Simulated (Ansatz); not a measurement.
Relax this structure to zero stress and force, keeping its symmetry:

```
Si O
1.0
     4.98200    0.00000    0.00000
     0.00000    4.98200    0.00000
     0.00000    0.00000    6.96300
Si O
4 8
Direct
  0.29897 0.29897 0.00000
  0.20103 0.79897 0.25000
  0.70103 0.70103 0.50000
  0.79897 0.20103 0.75000
  0.23989 0.10347 0.17813
  0.39653 0.73989 0.42813
  0.76011 0.89653 0.67813
  0.60347 0.26011 0.92813
  0.73989 0.39653 0.57187
  0.89653 0.76011 0.32187
  0.26011 0.60347 0.07187
  0.10347 0.23989 0.82187
```

Computed with Ansatz, DFT PBE, scalar-relativistic, plane waves, PAW.

Cutoff 420 eV; k points 6×6×4 on the computed 12-atom cell (Γ-centred); Gaussian smearing, width 0.02 eV; no spin polarisation.

Problem. What does it relax to?

Solution. The volume goes up by 0.89 Å³/atom to 15.29 Å³/atom, and the energy falls by 11.0 meV/atom. Final structure:
```
Si O
1.0
     5.08370    0.00000    0.00000
     0.00000    5.08370    0.00000
     0.00000    0.00000    7.10088
Si O
4 8
Direct
  0.29386 0.29386 0.00000
  0.20614 0.79386 0.25000
  0.70614 0.70614 0.50000
  0.79386 0.20614 0.75000
  0.24118 0.09345 0.17423
  0.40655 0.74118 0.42423
  0.75882 0.90655 0.67423
  0.59345 0.25882 0.92423
  0.74118 0.40655 0.57577
  0.90655 0.75882 0.32577
  0.25882 0.59345 0.07577
  0.09345 0.24118 0.82577
```

This form isn't the usual stable structure of the compound, though it has been observed.